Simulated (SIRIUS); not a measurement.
# CuO (P-6m2) in SIRIUS: a series of runs, part 4 of 4

SIRIUS 7.12.0. Earlier steps stand in the parts before.

### 7 Equation of state, BLYP, 10.03 Å³/atom (volume scaled by 1.04)

File sirius.json:

```json
{
  "control": {
    "processing_unit": "cpu",
    "std_evp_solver_name": "lapack",
    "gen_evp_solver_name": "lapack",
    "verbosity": 2,
    "print_forces": false,
    "ortho_rf": true,
    "use_second_variation": true,
    "rmt_max": 3.0,
    "num_bands_to_print": 22,
    "save_wf": true
  },
  "parameters": {
    "electronic_structure_method": "full_potential_lapwlo",
    "xc_functionals": ["XC_GGA_X_B88", "XC_GGA_C_LYP"],
    "core_relativity": "dirac",
    "valence_relativity": "iora",
    "num_fv_states": 22,
    "smearing": "fermi_dirac",
    "smearing_width": 0.0018374661,
    "pw_cutoff": 24,
    "gk_cutoff": 4.62,
    "lmax_apw": 12,
    "lmax_rho": 8,
    "lmax_pot": 8,
    "num_mag_dims": 0,
    "auto_rmt": 0,
    "ngridk": [6, 6, 5],
    "shiftk": [0, 0, 0],
    "num_dft_iter": 80,
    "energy_tol": 1e-07,
    "density_tol": 1e-05,
    "use_symmetry": true
  },
  "settings": {"tol_ne": 1e-10},
  "iterative_solver": {"type": "exact"},
  "mixer": {"type": "anderson", "beta": 0.5, "max_history": 8},
  "unit_cell": {
    "lattice_vectors": [[5.4304104529, 0.0, 0.0], [-2.7152052169, 4.7028734077, 0.0], [0.0, 0.0, 5.2998115492]],
    "atom_types": ["Cu", "O"],
    "atom_files": {"Cu": "Cu.json", "O": "O.json"},
    "atoms": {"Cu": [[0.0, 0.0, 0.0]], "O": [[0.6666666667, 0.3333333333, 0.5]]}
  }
}
```

File Cu.json:

```json
{
  "name": "copper",
  "symbol": "Cu",
  "number": 29,
  "mass": 63.546,
  "rmin": 1e-06,
  "rmt": 2.34,
  "nrmt": 800,
  "rinf": 15.61,
  "core": "1s2s2p",
  "valence": [
    {"basis": [{"enu": 0.0, "dme": 0, "n": 0, "auto": 0}, {"enu": 0.0, "dme": 1, "n": 0, "auto": 0}]},
    {"l": 0, "n": 1, "basis": [{"enu": 0.1, "dme": 0, "n": 0, "auto": 0}]},
    {"l": 1, "n": 2, "basis": [{"enu": 0.1, "dme": 0, "n": 0, "auto": 0}]},
    {"l": 2, "n": 3, "basis": [{"enu": 0.1, "dme": 0, "n": 0, "auto": 0}]},
    {"l": 3, "n": 4, "basis": [{"enu": 0.1, "dme": 0, "n": 0, "auto": 0}]}
  ],
  "lo": [
    {"l": 0, "basis": [{"enu": 0.1, "dme": 0, "n": 0, "auto": 0}, {"enu": 0.1, "dme": 1, "n": 0, "auto": 0}]},
    {
      "l": 0,
      "basis": [{"enu": -3.9059, "dme": 0, "n": 3, "auto": 1}, {"enu": -3.9059, "dme": 1, "n": 3, "auto": 1}]
    },
    {"l": 0, "basis": [{"enu": -3.9059, "dme": 1, "n": 3, "auto": 1}, {"enu": 0.1, "dme": 0, "n": 0, "auto": 0}]},
    {"l": 0, "basis": [{"enu": 0.1, "dme": 0, "n": 0, "auto": 0}, {"enu": 3.0221, "dme": 0, "n": 0, "auto": 0}]},
    {"l": 1, "basis": [{"enu": 0.1, "dme": 0, "n": 0, "auto": 0}, {"enu": 0.1, "dme": 1, "n": 0, "auto": 0}]},
    {
      "l": 1,
      "basis": [{"enu": -2.3653, "dme": 0, "n": 3, "auto": 1}, {"enu": -2.3653, "dme": 1, "n": 3, "auto": 1}]
    },
    {"l": 1, "basis": [{"enu": -2.3653, "dme": 1, "n": 3, "auto": 1}, {"enu": 0.1, "dme": 0, "n": 0, "auto": 0}]},
    {"l": 1, "basis": [{"enu": 0.1, "dme": 0, "n": 0, "auto": 0}, {"enu": 3.4604, "dme": 0, "n": 0, "auto": 0}]},
    {"l": 2, "basis": [{"enu": 0.1, "dme": 0, "n": 0, "auto": 0}, {"enu": 0.1, "dme": 1, "n": 0, "auto": 0}]},
    {"l": 2, "basis": [{"enu": 0.1, "dme": 1, "n": 0, "auto": 0}, {"enu": 0.1, "dme": 2, "n": 0, "auto": 0}]},
    {"l": 2, "basis": [{"enu": 0.1, "dme": 0, "n": 0, "auto": 0}, {"enu": 2.949, "dme": 0, "n": 0, "auto": 0}]},
    {"l": 3, "basis": [{"enu": 0.1, "dme": 0, "n": 0, "auto": 0}, {"enu": 0.1, "dme": 1, "n": 0, "auto": 0}]},
    {"l": 3, "basis": [{"enu": 0.1, "dme": 0, "n": 0, "auto": 0}, {"enu": 3.2777, "dme": 0, "n": 0, "auto": 0}]}
  ],
  "free_atom": [... radial grid and density of the free atom, the start of the SCF ...]
}
```

File O.json:

```json
{
  "name": "oxygen",
  "symbol": "O",
  "number": 8,
  "mass": 15.9994,
  "rmin": 1e-06,
  "rmt": 1.56,
  "nrmt": 800,
  "rinf": 11.55,
  "core": "1s",
  "valence": [
    {"basis": [{"enu": 0.0, "dme": 0, "n": 0, "auto": 0}, {"enu": 0.0, "dme": 1, "n": 0, "auto": 0}]},
    {"l": 0, "n": 1, "basis": [{"enu": -0.1172, "dme": 0, "n": 0, "auto": 0}]},
    {"l": 1, "n": 2, "basis": [{"enu": 0.1, "dme": 0, "n": 0, "auto": 0}]},
    {"l": 2, "n": 3, "basis": [{"enu": 0.1, "dme": 0, "n": 0, "auto": 0}]},
    {"l": 3, "n": 4, "basis": [{"enu": 0.1, "dme": 0, "n": 0, "auto": 0}]}
  ],
  "lo": [
    {
      "l": 0,
      "basis": [{"enu": -0.1172, "dme": 0, "n": 0, "auto": 0}, {"enu": -0.1172, "dme": 1, "n": 0, "auto": 0}]
    },
    {
      "l": 0,
      "basis": [{"enu": -0.1172, "dme": 1, "n": 0, "auto": 0}, {"enu": -0.1172, "dme": 2, "n": 0, "auto": 0}]
    },
    {
      "l": 0,
      "basis": [{"enu": -0.1172, "dme": 0, "n": 0, "auto": 0}, {"enu": 4.8138, "dme": 0, "n": 0, "auto": 0}]
    },
    {"l": 1, "basis": [{"enu": 0.1, "dme": 0, "n": 0, "auto": 0}, {"enu": 0.1, "dme": 1, "n": 0, "auto": 0}]},
    {"l": 1, "basis": [{"enu": 0.1, "dme": 1, "n": 0, "auto": 0}, {"enu": 0.1, "dme": 2, "n": 0, "auto": 0}]},
    {"l": 1, "basis": [{"enu": 0.1, "dme": 0, "n": 0, "auto": 0}, {"enu": 5.7706, "dme": 0, "n": 0, "auto": 0}]},
    {"l": 2, "basis": [{"enu": 0.1, "dme": 0, "n": 0, "auto": 0}, {"enu": 0.1, "dme": 1, "n": 0, "auto": 0}]},
    {"l": 2, "basis": [{"enu": 0.1, "dme": 1, "n": 0, "auto": 0}, {"enu": 0.1, "dme": 2, "n": 0, "auto": 0}]},
    {"l": 2, "basis": [{"enu": 0.1, "dme": 0, "n": 0, "auto": 0}, {"enu": 6.5103, "dme": 0, "n": 0, "auto": 0}]},
    {"l": 3, "basis": [{"enu": 0.1, "dme": 0, "n": 0, "auto": 0}, {"enu": 0.1, "dme": 1, "n": 0, "auto": 0}]}
  ],
  "free_atom": [... radial grid and density of the free atom, the start of the SCF ...]
}
```

File sirius_start.json:

```json
{
  "control": {
    "processing_unit": "cpu",
    "std_evp_solver_name": "lapack",
    "gen_evp_solver_name": "lapack",
    "verbosity": 1,
    "print_forces": false,
    "ortho_rf": true,
    "use_second_variation": true,
    "rmt_max": 3.0,
    "num_bands_to_print": 22,
    "save_wf": false
  },
  "parameters": {
    "electronic_structure_method": "full_potential_lapwlo",
    "xc_functionals": ["XC_LDA_X", "XC_LDA_C_PW"],
    "core_relativity": "dirac",
    "valence_relativity": "iora",
    "num_fv_states": 22,
    "smearing": "fermi_dirac",
    "smearing_width": 0.0055123983,
    "pw_cutoff": 24,
    "gk_cutoff": 3.69,
    "lmax_apw": 12,
    "lmax_rho": 8,
    "lmax_pot": 8,
    "num_mag_dims": 0,
    "auto_rmt": 0,
    "ngridk": [2, 2, 2],
    "shiftk": [0, 0, 0],
    "num_dft_iter": 30,
    "energy_tol": 0.01,
    "density_tol": 0.05,
    "use_symmetry": true
  },
  "settings": {"tol_ne": 1e-10},
  "iterative_solver": {"type": "exact"},
  "mixer": {"type": "anderson", "beta": 0.5, "max_history": 8},
  "unit_cell": {
    "lattice_vectors": [[5.4304104529, 0.0, 0.0], [-2.7152052169, 4.7028734077, 0.0], [0.0, 0.0, 5.2998115492]],
    "atom_types": ["Cu", "O"],
    "atom_files": {"Cu": "Cu.json", "O": "O.json"},
    "atoms": {"Cu": [[0.0, 0.0, 0.0]], "O": [[0.6666666667, 0.3333333333, 0.5]]}
  }
}
```

The run is started by

```bash
$ OMP_NUM_THREADS=2 sirius.scf --input=sirius_start.json --output=start.json
$ OMP_NUM_THREADS=2 sirius.scf --input=sirius.json --output=output.json --task=1
```

Wall time 28 s (2 threads of Arm Neoverse V2, shared host); peak memory 0.45 GiB.

The run converged. Its results:

| Quantity | Value |
| --- | --- |
| Free energy | -47093.1072 eV |
| Band gap on the k mesh | none (metal or under the smearing width) |
| All electrons inside the program's atomic spheres | Cu 27.94; O 6.94 (radii Cu 2.34, O 1.56 bohr) |

Caveat: the k mesh is coarse (spacing up to 0.45 Å⁻¹), so the values aren't converged; an odd number of electrons without spin polarisation forces a metal; a magnetic or distorted state may lie lower; the run has no spin polarisation, though such a crystal can be magnetic; semilocal functionals often make such compounds metallic where correlation or magnetic order opens a gap, which also shifts bond lengths.

### 8 Equation of state, BLYP, 10.22 Å³/atom (volume scaled by 1.06)

sirius.json: that of step 7 with these lines changed.

```diff
@@ -39,3 +39,3 @@
   "unit_cell": {
-    "lattice_vectors": [[5.4304104529, 0.0, 0.0], [-2.7152052169, 4.7028734077, 0.0], [0.0, 0.0, 5.2998115492]],
+    "lattice_vectors": [[5.464999987, 0.0, 0.0], [-2.732499984, 4.7328288231, 0.0], [0.0, 0.0, 5.3335692208]],
     "atom_types": ["Cu", "O"],
```

File Cu.json:

```json
{
  "name": "copper",
  "symbol": "Cu",
  "number": 29,
  "mass": 63.546,
  "rmin": 1e-06,
  "rmt": 2.34,
  "nrmt": 800,
  "rinf": 15.61,
  "core": "1s2s2p",
  "valence": [
    {"basis": [{"enu": -0.01, "dme": 0, "n": 0, "auto": 0}, {"enu": -0.01, "dme": 1, "n": 0, "auto": 0}]},
    {"l": 0, "n": 1, "basis": [{"enu": 0.09, "dme": 0, "n": 0, "auto": 0}]},
    {"l": 1, "n": 2, "basis": [{"enu": 0.09, "dme": 0, "n": 0, "auto": 0}]},
    {"l": 2, "n": 3, "basis": [{"enu": 0.09, "dme": 0, "n": 0, "auto": 0}]},
    {"l": 3, "n": 4, "basis": [{"enu": 0.09, "dme": 0, "n": 0, "auto": 0}]}
  ],
  "lo": [
    {"l": 0, "basis": [{"enu": 0.09, "dme": 0, "n": 0, "auto": 0}, {"enu": 0.09, "dme": 1, "n": 0, "auto": 0}]},
    {
      "l": 0,
      "basis": [{"enu": -3.9159, "dme": 0, "n": 3, "auto": 1}, {"enu": -3.9159, "dme": 1, "n": 3, "auto": 1}]
    },
    {
      "l": 0,
      "basis": [{"enu": -3.9159, "dme": 1, "n": 3, "auto": 1}, {"enu": 0.09, "dme": 0, "n": 0, "auto": 0}]
    },
    {"l": 0, "basis": [{"enu": 0.09, "dme": 0, "n": 0, "auto": 0}, {"enu": 3.0121, "dme": 0, "n": 0, "auto": 0}]},
    {"l": 1, "basis": [{"enu": 0.09, "dme": 0, "n": 0, "auto": 0}, {"enu": 0.09, "dme": 1, "n": 0, "auto": 0}]},
    {
      "l": 1,
      "basis": [{"enu": -2.3753, "dme": 0, "n": 3, "auto": 1}, {"enu": -2.3753, "dme": 1, "n": 3, "auto": 1}]
    },
    {
      "l": 1,
      "basis": [{"enu": -2.3753, "dme": 1, "n": 3, "auto": 1}, {"enu": 0.09, "dme": 0, "n": 0, "auto": 0}]
    },
    {"l": 1, "basis": [{"enu": 0.09, "dme": 0, "n": 0, "auto": 0}, {"enu": 3.4504, "dme": 0, "n": 0, "auto": 0}]},
    {"l": 2, "basis": [{"enu": 0.09, "dme": 0, "n": 0, "auto": 0}, {"enu": 0.09, "dme": 1, "n": 0, "auto": 0}]},
    {"l": 2, "basis": [{"enu": 0.09, "dme": 1, "n": 0, "auto": 0}, {"enu": 0.09, "dme": 2, "n": 0, "auto": 0}]},
    {"l": 2, "basis": [{"enu": 0.09, "dme": 0, "n": 0, "auto": 0}, {"enu": 2.939, "dme": 0, "n": 0, "auto": 0}]},
    {"l": 3, "basis": [{"enu": 0.09, "dme": 0, "n": 0, "auto": 0}, {"enu": 0.09, "dme": 1, "n": 0, "auto": 0}]},
    {"l": 3, "basis": [{"enu": 0.09, "dme": 0, "n": 0, "auto": 0}, {"enu": 3.2677, "dme": 0, "n": 0, "auto": 0}]}
  ],
  "free_atom": [... radial grid and density of the free atom, the start of the SCF ...]
}
```

File O.json:

```json
{
  "name": "oxygen",
  "symbol": "O",
  "number": 8,
  "mass": 15.9994,
  "rmin": 1e-06,
  "rmt": 1.56,
  "nrmt": 800,
  "rinf": 11.55,
  "core": "1s",
  "valence": [
    {"basis": [{"enu": -0.01, "dme": 0, "n": 0, "auto": 0}, {"enu": -0.01, "dme": 1, "n": 0, "auto": 0}]},
    {"l": 0, "n": 1, "basis": [{"enu": -0.1272, "dme": 0, "n": 0, "auto": 0}]},
    {"l": 1, "n": 2, "basis": [{"enu": 0.09, "dme": 0, "n": 0, "auto": 0}]},
    {"l": 2, "n": 3, "basis": [{"enu": 0.09, "dme": 0, "n": 0, "auto": 0}]},
    {"l": 3, "n": 4, "basis": [{"enu": 0.09, "dme": 0, "n": 0, "auto": 0}]}
  ],
  "lo": [
    {
      "l": 0,
      "basis": [{"enu": -0.1272, "dme": 0, "n": 0, "auto": 0}, {"enu": -0.1272, "dme": 1, "n": 0, "auto": 0}]
    },
    {
      "l": 0,
      "basis": [{"enu": -0.1272, "dme": 1, "n": 0, "auto": 0}, {"enu": -0.1272, "dme": 2, "n": 0, "auto": 0}]
    },
    {
      "l": 0,
      "basis": [{"enu": -0.1272, "dme": 0, "n": 0, "auto": 0}, {"enu": 4.8038, "dme": 0, "n": 0, "auto": 0}]
    },
    {"l": 1, "basis": [{"enu": 0.09, "dme": 0, "n": 0, "auto": 0}, {"enu": 0.09, "dme": 1, "n": 0, "auto": 0}]},
    {"l": 1, "basis": [{"enu": 0.09, "dme": 1, "n": 0, "auto": 0}, {"enu": 0.09, "dme": 2, "n": 0, "auto": 0}]},
    {"l": 1, "basis": [{"enu": 0.09, "dme": 0, "n": 0, "auto": 0}, {"enu": 5.7606, "dme": 0, "n": 0, "auto": 0}]},
    {"l": 2, "basis": [{"enu": 0.09, "dme": 0, "n": 0, "auto": 0}, {"enu": 0.09, "dme": 1, "n": 0, "auto": 0}]},
    {"l": 2, "basis": [{"enu": 0.09, "dme": 1, "n": 0, "auto": 0}, {"enu": 0.09, "dme": 2, "n": 0, "auto": 0}]},
    {"l": 2, "basis": [{"enu": 0.09, "dme": 0, "n": 0, "auto": 0}, {"enu": 6.5003, "dme": 0, "n": 0, "auto": 0}]},
    {"l": 3, "basis": [{"enu": 0.09, "dme": 0, "n": 0, "auto": 0}, {"enu": 0.09, "dme": 1, "n": 0, "auto": 0}]}
  ],
  "free_atom": [... radial grid and density of the free atom, the start of the SCF ...]
}
```

sirius_start.json: that of step 7 with these lines changed.

```diff
@@ -39,3 +39,3 @@
   "unit_cell": {
-    "lattice_vectors": [[5.4304104529, 0.0, 0.0], [-2.7152052169, 4.7028734077, 0.0], [0.0, 0.0, 5.2998115492]],
+    "lattice_vectors": [[5.464999987, 0.0, 0.0], [-2.732499984, 4.7328288231, 0.0], [0.0, 0.0, 5.3335692208]],
     "atom_types": ["Cu", "O"],
```

The run is started by

```bash
$ OMP_NUM_THREADS=2 sirius.scf --input=sirius_start.json --output=start.json
$ OMP_NUM_THREADS=2 sirius.scf --input=sirius.json --output=output.json --task=1
```

Wall time 28 s (2 threads of Arm Neoverse V2, shared host); peak memory 0.45 GiB.

Results (log left out):

```yaml
Free_energy: -47093.1035 eV
Band_gap_on_the_k_mesh: none (metal or under the smearing width)
All_electrons_inside_the_program's_atomic_spheres: Cu 27.92; O 6.93 (radii Cu 2.34, O 1.56 bohr)
```

Caveat: the k mesh is coarse (spacing up to 0.45 Å⁻¹), so the values aren't converged; an odd number of electrons without spin polarisation forces a metal; a magnetic or distorted state may lie lower; the run has no spin polarisation, though such a crystal can be magnetic; semilocal functionals often make such compounds metallic where correlation or magnetic order opens a gap, which also shifts bond lengths.

### 9 Equation of state, BLYP

Potentials or basis: all-electron FP-LAPW, apw+lo standard.

This step only gathers the single runs of the series.

What came out:

```
Equilibrium volume                        : 10.03 Å³/atom
Bulk modulus at fixed shape and positions : 154 GPa
Pressure derivative of the bulk modulus   : 4.6 (rough: it moves with the points fitted)
```

Energy against volume, from the lowest point:
| volume (Å³/atom) | energy (meV/atom) |
| --- | --- |
| 9.064 | 53.62 |
| 9.257 | 32.91 |
| 9.450 | 17.89 |
| 9.643 | 7.70 |
| 9.836 | 1.89 |
| 10.028 | 0.00 |
| 10.221 | 1.84 |

Caveat: the k mesh is coarse (spacing up to 0.45 Å⁻¹), so the values aren't converged; the cell was scaled at fixed shape and fractional positions, which overstates the stiffness of a crystal with free parameters, most of all of layers and chains; the run has no spin polarisation, though such a crystal can be magnetic.
